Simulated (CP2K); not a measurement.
The system is HfO2.

```xyz
12
Lattice="5.1180 0.0000 0.0000 0.0000 5.1857 0.0000 -0.8587 0.0000 5.2139" Properties=species:S:1:pos:R:3 pbc="T T T"
Hf    0.8021    2.3870    3.6914
Hf    3.0279    4.9798    4.1294
Hf    3.4573    2.7987    1.5224
Hf    1.2314    0.2059    1.0845
O    -0.3473    0.8733    4.4146
O     4.1773    3.4661    3.4062
O     4.6066    4.3124    0.7993
O     0.0821    1.7196    1.8076
O     1.4549    3.8473    5.1101
O     2.3751    1.2544    2.7107
O     2.8045    1.3384    0.1038
O     1.8842    3.9313    2.5032
```

Base run:

```yaml
Program: CP2K 2026.2
Functional: PBE
Potentials_or_basis: POTENTIAL_UZH Hf GTH-PBE-q12, O GTH-PBE-q6; TZVP-MOLOPT-PBE-GTH basis
Density_cutoff: 9524 eV
k_mesh: 4 × 4 × 4
Occupations: fermi-dirac, width 0.05 eV
Spin: no spin polarisation
```

Its results: band gap on the k mesh 4.14 eV, indirect (least direct gap 4.23 eV); pressure 0.0 GPa; largest force 0.419 eV/Å.

**Question.** The run is repeated on the same cell with these changes: potentials or basis from POTENTIAL_UZH Hf GTH-PBE-q12, O GTH-PBE-q6; TZVP-MOLOPT-PBE-GTH basis to POTENTIAL_UZH Hf GTH-PBE-q12, O GTH-PBE-q6; TZV2P-MOLOPT-PBE-GTH basis; basis sets from Hf TZVP-MOLOPT-PBE-GTH-q12, O TZVP-MOLOPT-PBE-GTH-q6 to Hf TZV2P-MOLOPT-PBE-GTH-q12, O TZV2P-MOLOPT-PBE-GTH-q6. What comes out?

**Answer.** Band gap on the k mesh 4.20 eV, indirect (least direct gap 4.28 eV); pressure -0.3 GPa; largest force 0.441 eV/Å.

Caveats: spin-orbit coupling is left out, which moves the levels of the heavy elements; the basis of atomic orbitals isn't converged, which shifts pressures, moduli and gaps.

A k mesh can miss the band edges.
